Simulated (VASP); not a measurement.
# VASP 6.6.1 run: SiC

INCAR

```
ENCUT = 600
ALGO = Normal
MAGMOM = 1
LREAL = .FALSE.
ISIF = 3
EDIFFG = -5E-3
LASPH = .TRUE.
NBANDS = 11
SIGMA = 0.02
IBRION = 2
METAGGA = R2SCAN
LCHARG = .FALSE.
EDIFF = 1E-7
LWAVE = .FALSE.
ISMEAR = -1
NELM = 60
ISPIN = 2
PREC = Accurate
NSW = 30
```

KPOINTS

```
KPOINTS created by Atomic Simulation Environment
0
Gamma
10 10 10
0 0 0
```

POSCAR

```
Si C
 1.0000000000000000
    -0.0000000000000000    2.0292109559734093    2.0292109559734093
     2.0292109559734093   -0.0000000000000000    2.0292109559734093
     2.0292109559734093    2.0292109559734093   -0.0000000000000000
 Si  C
   1   1
Cartesian
  0.0000000000000000  0.0000000000000000 -0.0000000000000000
  2.0292109559734093  2.0292109559734093  2.0292109559734093
```

The recommended PBE PAW datasets give the neutral cell 8 valence electrons.

Command

```
mpirun -np 1 vasp_std
```

Standard output (part)

```
POSCAR found type information on POSCAR SiC
 POSCAR found :  2 types and       2 ions
|     EEEEEEE  RRRRRR   RRRRRR   OOOOOOO  RRRRRR      ###     ###     ###     |
|     E        R     R  R     R  O     O  R     R     ###     ###     ###     |
|     E        R     R  R     R  O     O  R     R     ###     ###     ###     |
|     EEEEE    RRRRRR   RRRRRR   O     O  RRRRRR       #       #       #      |
|     E        R    R   R    R   O     O  R    R      ###     ###     ###     |
|     EEEEEEE  R     R  R     R  OOOOOOO  R     R     ###     ###     ###     |
|     ERROR: You have set 1 value(s) for MAGMOM; however for                  |
|     spin-polarized calculations (ISPIN=2), MAGMOM has to be a list of       |
|     NIONS values. NIONS=2 in your calculation.                              |
|       ---->  I REFUSE TO CONTINUE WITH THIS SICK JOB ... BYE!!! <----       |
```

VASP stopped before the first electronic step.

Question: Why shouldn't this run be trusted?

Answer: Too few starting moments. VASP stopped before the first electronic step.
